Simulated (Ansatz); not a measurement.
A trial structure of P was built thus: random cell by space group and Wyckoff sites (Cmmm, No. 65). The dimensions are guesses.

```
P
1.0
     1.26039   -1.33603    0.00000
     1.26039    1.33603    0.00000
     0.00000    0.00000    3.39074
P
1
Direct
  0.00000 0.00000 0.50000
```

These are results of Ansatz 0.2.0, DFT PBE, scalar-relativistic, plane waves, PAW, not measurements. Cutoff 420 eV, Gaussian smearing, Γ-centred meshes. Cell and atoms relax first on a coarse mesh and then on a finer one. In between, the cell is made exact in the group found at 0.06 Å. In metals the finer mesh still leaves noise of several meV/atom or more. The steps can't lower the symmetry of their start. No spin polarisation.

A guess keeps its type if space group and coordination stay and the shape of the cell changes little (axis ratios within about 15 %, angles within 6°); the volume may change.

Problem. Does this structure survive the relaxation?

Solution. It doesn't keep its type. The symmetry goes from Cmmm (No. 65) to Pm-3m (No. 221). The end has the simple cubic type. The volume per atom grows by 27.9 %, from 11.4 to 14.6 Å³. The shortest distance goes from 1.84 Å (P–P) to 2.44 Å (P–P). Counting neighbours within 15 % of an atom's shortest distance, the start has P 4 and the end P 6. In detail, at the end P is surrounded by 6 P at 2.44 Å.

```yaml
crystal:
  lattice:
    - [2.44431, 0.00000, 0.00000]
    - [0.00000, 2.44431, 0.00000]
    - [0.00000, 0.00000, 2.44431]
  atoms:
    - { symbol: P, position: [0.00000, 0.00000, 0.00000] }
```

The last run used a 22×22×22 mesh for its 1-atom cell and Gaussian smearing of 0.10 eV. A later test with randomly moved atoms led to a structure 46 meV/atom lower, so this end is a saddle point or a shallow minimum.
